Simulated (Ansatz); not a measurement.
# Sb (Fm-3m) in Ansatz: reference runs

How does Sb come out in PBEsol? The cell is run as given and disturbed.

Program: Ansatz 0.2.0. These are calculated values, not measurements. Logs are shortened: lines on timing, memory, paths and dates and some standing lists are left out, and cuts for length are marked.

## 1. The structure

Symmetry: Fm-3m, No. 225, cubic system. The conventional cell has a = 4.742 Å, b = 4.742 Å, c = 4.742 Å, α = 90.00°, β = 90.00°, γ = 90.00°. Around Sb (site symmetry m-3m) lie 12 Sb at 3.35 Å.

This isn't the form of Sb at room conditions, which is rhombohedral.

## 2. Single point, PBEsol

input.yaml

```yaml
crystal:
  lattice:
    - [0.0, 2.3712425216, 2.3712425216]
    - [2.3712425216, 0.0, 2.3712425216]
    - [2.3712425216, 2.3712425216, 0.0]
  atoms:
    - { symbol: Sb, position: [0.0, 0.0, 0.0] }
kpoints:
  mp_grid: { grid: [10, 10, 10] }
scf:
  occupations: { method: fermi_dirac, width: 0.05 }
hamiltonian:
  xc: pbesol
  pseudopotentials: { kind: all_electron, lapw: { basis_error: 0.001 } }
output:
  forces: true
  stress: true
  eigenvalues: true
  populations: true
```

Potentials or basis: all-electron LAPW, scalar-relativistic.

Launch:

```sh
$ ansatz run input.yaml --threads 1 --pin off --max-ram 3072MiB --backend cpu --events-out ev --progress --plain --runs-dir out
```

What it wrote:

```text
Warning: RAYON_NUM_THREADS=1 ignored (pool sized by the plan → 1); use --threads N
Sb: projections on atomic orbitals take those of the free atom 1s2 2s2 2p6 3s2 3p6 3d10 4s2 4p6 4d10 5s2 5p3, of charge +0.00 (hamiltonian.pseudopotentials.projection_atoms)
LAPW: plane waves up to 6.402 Å⁻¹, error target 1.0e-3 eV per atom; small_component_spin mean_spin; Sb in spheres of 1.677 Å, 23 of its electrons in bands, Dirac shells [] (how accurate: hamiltonian.pseudopotentials.lapw.basis_error, Limitations)
Engine: ansatz 0.2.0, aarch64-unknown-linux-gnu
Pseudopotentials: kind: all_electron
Pseudopotential: Sb, LAPW, valence charge 23, lapw/all_electron/scalar/gaussian/Sb, Koelling and Harmon's equation, gaussian nucleus
Functional definition: PBEsol
  exchange = pbesol_x
  correlation = pbesol_c
Crystal: 1 atoms, lattice volume = 26.666 Å³
Basis set: ecut = 156.15384597131214 eV, 113 PW (Γ), exchange–correlation at level 2
Bands: 16, of which v1, the nominal top of the filled ones, is band 12 counted from 1 (11 counted from 0)
Symmetry: 48 space group operations
Space group: Fm-3m (ITA 225), of the structure as read, at distance tolerance 3.0e-5 Å
k-points: 47 of 1000
Non-local potential: Sb, projectors of the file, none
Initial density: superposition of atomic densities (chi_scale 0.1, normalization cell)
Initial wavefunctions: plane waves of lowest kinetic energy (no species holds an atomic orbital)
Functional: x = pbesol(κ = 0.804, μ = 0.12345679012345678), c = pbesol(β = 0.046)
iter 1 solved again at ethr=1.48e-5 eV; its pass at ethr=1.00e-1 eV (dr2=3.40e-3 eV) is discarded
SCF iter   1: F=—  HF=-176291.556271 eV  |F-HF|=—  |Δ(HF+E_count)|=         —  Δρ=4.49e-3  dr2=3.45e-3  ethr=1.48e-5  ⟨swp⟩=3.9  Hψ=5483  notcnv=0
preconditioner: auto → Kerker (q_TF=auto, 2.662 Å⁻¹)  [metal: Δε(μ)=0.077 eV  Ē_g=12.603 eV  σ=0.050 eV  W_gap=0.37  n_scr=14 (ndim 8)  ℏωp=16.1 eV  f_vac=0.000  D(μ)=0.88/eV (n_scr^D=8)]
SCF iter   2: F=—  HF=-176291.546090 eV  |F-HF|=—  |Δ(HF+E_count)|=   1.02e-2  Δρ=2.60e-3  dr2=1.42e-3  ethr=1.48e-5  ⟨swp⟩=2.0  Hψ=2106  notcnv=0
SCF iter   3: F=—  HF=-176291.544981 eV  |F-HF|=—  |Δ(HF+E_count)|=   1.11e-3  Δρ=1.24e-3  dr2=4.30e-4  ethr=6.17e-6  ⟨swp⟩=2.0  Hψ=2105  notcnv=0
SCF iter   4: F=—  HF=-176291.544924 eV  |F-HF|=—  |Δ(HF+E_count)|=   5.78e-5  Δρ=6.64e-4  dr2=1.45e-4  ethr=1.87e-6  ⟨swp⟩=2.0  Hψ=2105  notcnv=0
iter 5 solved again at ethr=2.40e-8 eV; its pass at ethr=6.28e-7 eV (dr2=5.52e-6 eV) is discarded
SCF iter   5: F=—  HF=-176291.544950 eV  |F-HF|=—  |Δ(HF+E_count)|=   2.61e-5  Δρ=1.28e-4  dr2=5.52e-6  ethr=2.40e-8  ⟨swp⟩=2.0  Hψ=3585  notcnv=0
SCF iter   6: F=—  HF=-176291.544950 eV  |F-HF|=—  |Δ(HF+E_count)|=   3.67e-7  Δρ=3.83e-5  dr2=4.08e-7  ethr=2.40e-8  ⟨swp⟩=2.0  Hψ=2105  notcnv=0
SCF iter   7: F=-176291.544950 eV  HF=-176291.544950 eV  |F-HF|=4.57e-9  |Δ(HF+E_count)|=   2.03e-8  Δρ=1.03e-5  dr2=4.23e-8  ethr=1.77e-9  ⟨swp⟩=2.0  Hψ=2105  notcnv=0
SCF 1 converged in 7 iterations: F = -176291.544950 eV  dr2 = 4.23e-8
SCF converged after 7 iterations
Free energy (F): -176291.544950 eV
Harris-Foulkes:  -176291.544950 eV  (|F-HF|=4.57e-9)
Internal energy: -176291.538290 eV  (E = F + TS)
E sigma→0 (E₀):  -176291.541620 eV
Entropy (-TS):   -0.006660 eV (-6.660 meV/atom)
Fermi energy:    14.635134 eV
--- Per-component energies (eV) ---
  E_band       = -853.718006
  E_kinetic    = 185775.462769
  E_xc         = -4566.246406
  E_electrostatic = -357500.754653  (all electrons and nuclei)
  E_smearing   = -0.006660  (= −TS)
  E_closure    = 0.000000  (closes the sum)
  E_atoms      = -176287.264445  (free atoms, spherical and without spin; not in F)
  Σ components = -176291.544950   (vs F -176291.544950, Δ=0.00e0)
  Basis errors (estimates in eV, not in F): energy 2.0e-4 per atom: plane waves 2.0e-4 (1.0e-4 summed), levels above the bands 2.7e-85, relativity 6.2e-9, radial functions 3.4e-6, core shells 2.3e-11; eigenvalues (radial functions only) 2.1e-4; not estimated: angular momenta, meshes, grids; target (lapw.basis_error) 1.0e-3; muffin-tin radii Sb 1.677 Å
--- Forces (eV/Å), atoms counted from 1 ---
  atom   1  Sb    -0.00000000    -0.00000000     0.00000000
  max |Σ_I F_I| component: 4.11e-32 eV/Å
--- Stress (GPa, compression-positive) ---
       -1.192871      -0.000000      -0.000000
       -0.000000      -1.192871      -0.000000
       -0.000000      -0.000000      -1.192871
  P = ⅓ Tr σ = -1.1929 GPa (-11.929 kbar)
--- Band table (eV; the first three rows and the last of 47) ---
  k-point 0: bands = ["-129.6048", "-82.6296", "-82.6296", "-82.6296", "-14.5669", "-14.5669", "-14.5669", "-14.5270", "-14.5270", "1.6523", "20.0436", "20.0436", "20.0436", "24.8354", "25.2263", "25.2263"]
  k-point 1: bands = ["-129.6048", "-82.6297", "-82.6296", "-82.6296", "-14.5659", "-14.5627", "-14.5627", "-14.5267", "-14.5267", "1.8520", "18.3304", "19.7942", "19.7942", "23.7425", "25.6669", "25.6669"]
  k-point 2: bands = ["-129.6048", "-82.6301", "-82.6296", "-82.6296", "-14.5634", "-14.5564", "-14.5564", "-14.5213", "-14.5213", "2.4468", "15.3413", "19.2730", "19.2730", "23.2093", "25.9918", "25.9918"]
  k-point 46: bands = ["-129.6047", "-82.6307", "-82.6305", "-82.6302", "-14.5622", "-14.5548", "-14.5210", "-14.5059", "-14.4741", "7.3186", "10.8463", "12.2172", "13.2638", "23.2209", "24.0118", "27.6521"]
--- Löwdin populations: 1 site ---
  site symbol       q [e]
     0     Sb     50.9362
  spilling = 0.001252 (of n_electrons = 51.000000)
```

Run time: 2.9 s. Hardware: 1 thread of Arm Neoverse V2, shared host; peak memory 0.23 GiB.

What came out:

```yaml
Free_energy: -176291.5450 eV
Pressure: -1.2 GPa
Band_gap_on_the_k_mesh: none (metal or under the smearing width)
```

Spin-orbit coupling is left out, which matters for the levels of Sb.

## 3. Single point, PBEsol (cell strained at random at fixed volume)

input.yaml

```yaml
crystal:
  lattice:
    - [-0.016763, 2.380707, 2.40165]
    - [2.369753, 0.044349, 2.340538]
    - [2.409631, 2.359473, 0.004471]
  atoms:
    - { symbol: Sb, position: [-0.007538, 0.013091, -0.010743] }
kpoints:
  mp_grid: { grid: [10, 10, 10] }
scf:
  occupations: { method: fermi_dirac, width: 0.05 }
hamiltonian:
  xc: pbesol
  pseudopotentials: { kind: all_electron, lapw: { basis_error: 0.001 } }
output:
  forces: true
  stress: true
  eigenvalues: true
  populations: true
```

Potentials or basis: all-electron LAPW, scalar-relativistic.

Launch:

```sh
$ ansatz run input.yaml --threads 1 --pin off --max-ram 3072MiB --backend cpu --events-out ev --progress --plain --runs-dir out
```

What it wrote:

```text
Warning: RAYON_NUM_THREADS=1 ignored (pool sized by the plan → 1); use --threads N
Sb: projections on atomic orbitals take those of the free atom 1s2 2s2 2p6 3s2 3p6 3d10 4s2 4p6 4d10 5s2 5p3, of charge +0.00 (hamiltonian.pseudopotentials.projection_atoms)
LAPW: plane waves up to 6.580 Å⁻¹, error target 1.0e-3 eV per atom; small_component_spin mean_spin; Sb in spheres of 1.645 Å, 23 of its electrons in bands, Dirac shells [] (how accurate: hamiltonian.pseudopotentials.lapw.basis_error, Limitations)
[... 6 set-up lines as earlier in the session ...]
Crystal: 1 atoms, lattice volume = 26.666 Å³
Basis set: ecut = 164.93896099379023 eV, 133 PW (Γ), exchange–correlation at level 2
Bands: 16, of which v1, the nominal top of the filled ones, is band 12 counted from 1 (11 counted from 0)
Symmetry: 2 space group operations
Space group: P-1 (ITA 2), of the structure as read, at distance tolerance 3.0e-5 Å
k-points: 504 of 1000
[... 4 set-up lines as earlier in the session ...]
iter 1 solved again at ethr=2.02e-5 eV; its pass at ethr=1.00e-1 eV (dr2=4.64e-3 eV) is discarded
SCF iter   1: F=—  HF=-176291.557642 eV  |F-HF|=—  |Δ(HF+E_count)|=         —  Δρ=5.08e-3  dr2=4.70e-3  ethr=2.02e-5  ⟨swp⟩=3.7  Hψ=58496  notcnv=0
preconditioner: auto → Kerker (q_TF=auto, 2.662 Å⁻¹)  [metal: Δε(μ)=0.028 eV  Ē_g=12.604 eV  σ=0.050 eV  W_gap=0.14  n_scr=12 (ndim 8)  ℏωp=16.1 eV  f_vac=0.000  D(μ)=0.56/eV (n_scr^D=0)]
SCF iter   2: F=—  HF=-176291.547349 eV  |F-HF|=—  |Δ(HF+E_count)|=   1.03e-2  Δρ=2.98e-3  dr2=1.95e-3  ethr=2.02e-5  ⟨swp⟩=2.0  Hψ=22538  notcnv=0
SCF iter   3: F=—  HF=-176291.546142 eV  |F-HF|=—  |Δ(HF+E_count)|=   1.21e-3  Δρ=1.41e-3  dr2=5.78e-4  ethr=8.47e-6  ⟨swp⟩=2.0  Hψ=22541  notcnv=0
SCF iter   4: F=—  HF=-176291.546074 eV  |F-HF|=—  |Δ(HF+E_count)|=   6.75e-5  Δρ=7.44e-4  dr2=1.88e-4  ethr=2.51e-6  ⟨swp⟩=2.0  Hψ=22540  notcnv=0
iter 5 solved again at ethr=2.75e-8 eV; its pass at ethr=8.16e-7 eV (dr2=6.32e-6 eV) is discarded
SCF iter   5: F=—  HF=-176291.546111 eV  |F-HF|=—  |Δ(HF+E_count)|=   3.68e-5  Δρ=1.39e-4  dr2=6.31e-6  ethr=2.75e-8  ⟨swp⟩=2.0  Hψ=38507  notcnv=0
SCF iter   6: F=—  HF=-176291.546111 eV  |F-HF|=—  |Δ(HF+E_count)|=   5.35e-7  Δρ=4.47e-5  dr2=5.74e-7  ethr=2.74e-8  ⟨swp⟩=2.0  Hψ=22540  notcnv=0
SCF iter   7: F=-176291.546111 eV  HF=-176291.546111 eV  |F-HF|=6.78e-9  |Δ(HF+E_count)|=   8.18e-9  Δρ=1.13e-5  dr2=5.16e-8  ethr=2.50e-9  ⟨swp⟩=2.0  Hψ=22540  notcnv=0
SCF 1 converged in 7 iterations: F = -176291.546111 eV  dr2 = 5.16e-8
SCF converged after 7 iterations
Free energy (F): -176291.546111 eV
Harris-Foulkes:  -176291.546111 eV  (|F-HF|=6.78e-9)
Internal energy: -176291.541249 eV  (E = F + TS)
E sigma→0 (E₀):  -176291.543680 eV
Entropy (-TS):   -0.004862 eV (-4.862 meV/atom)
Fermi energy:    14.685804 eV
--- Per-component energies (eV) ---
  E_band       = -853.820563
  E_kinetic    = 185775.397455
  E_xc         = -4566.247177
  E_electrostatic = -357500.691528  (all electrons and nuclei)
  E_smearing   = -0.004862  (= −TS)
  E_closure    = 0.000000  (closes the sum)
  E_atoms      = -176287.264445  (free atoms, spherical and without spin; not in F)
  Σ components = -176291.546111   (vs F -176291.546111, Δ=0.00e0)
  Basis errors (estimates in eV, not in F): energy 2.2e-4 per atom: plane waves 2.1e-4 (1.1e-4 summed), levels above the bands 3.2e-84, relativity 7.5e-9, radial functions 2.6e-6, core shells 5.3e-11; eigenvalues (radial functions only) 1.5e-4; not estimated: angular momenta, meshes, grids; target (lapw.basis_error) 1.0e-3; muffin-tin radii Sb 1.645 Å
--- Forces (eV/Å), atoms counted from 1 ---
  atom   1  Sb     0.00000000     0.00000000     0.00000000
  max |Σ_I F_I| component: 0.00e0 eV/Å
--- Stress (GPa, compression-positive) ---
       -1.198717       0.416944       0.197144
        0.416944      -1.157927       0.105947
        0.197144       0.105947      -1.573415
  P = ⅓ Tr σ = -1.3100 GPa (-13.100 kbar)
--- Band table (eV; the first three rows and the last of 504) ---
  k-point 0: bands = ["-129.6096", "-82.6380", "-82.6334", "-82.6314", "-14.5775", "-14.5730", "-14.5678", "-14.5344", "-14.5254", "1.6478", "19.7135", "19.9507", "20.4240", "24.8003", "24.9003", "25.0857"]
  k-point 1: bands = ["-129.6096", "-82.6381", "-82.6336", "-82.6314", "-14.5732", "-14.5702", "-14.5654", "-14.5343", "-14.5250", "1.8467", "18.2924", "19.5438", "20.0293", "23.8221", "25.2806", "25.8259"]
  k-point 2: bands = ["-129.6096", "-82.6382", "-82.6339", "-82.6315", "-14.5693", "-14.5662", "-14.5570", "-14.5289", "-14.5207", "2.4393", "15.3105", "19.1326", "19.4233", "23.2879", "25.8171", "26.0475"]
  k-point 503: bands = ["-129.6095", "-82.6387", "-82.6337", "-82.6324", "-14.5798", "-14.5653", "-14.5530", "-14.4900", "-14.4885", "5.3951", "8.7713", "18.1571", "18.6416", "23.0481", "23.9133", "24.3569"]
--- Löwdin populations: 1 site ---
  site symbol       q [e]
     0     Sb     50.9360
  spilling = 0.001254 (of n_electrons = 51.000000)
```

populations.tsv:

```text
# site	symbol	l	j	q
# orbitals = lowdin
# n_electrons = 51.000000
# spilling = 0.001254
# projection_atom_Sb: 1s2 2s2 2p6 3s2 3p6 3d10 4s2 4p6 4d10 5s2 5p3
0	Sb	0_1S	-	2.000000
0	Sb	0_2S	-	1.999991
0	Sb	0_3S	-	1.999869
0	Sb	0_4S	-	1.998275
0	Sb	0_5S	-	1.902415
0	Sb	1_2P	-	6.000000
0	Sb	1_3P	-	5.999982
0	Sb	1_4P	-	5.998570
0	Sb	1_5P	-	3.038250
0	Sb	2_3D	-	9.999998
0	Sb	2_4D	-	9.998686
```

Wall time 28 s (1 thread of Arm Neoverse V2, shared host); peak memory 0.49 GiB.

What came out:

```
Free energy            : -176291.5461 eV
Pressure               : -1.3 GPa
Band gap on the k mesh : none (metal or under the smearing width)
```
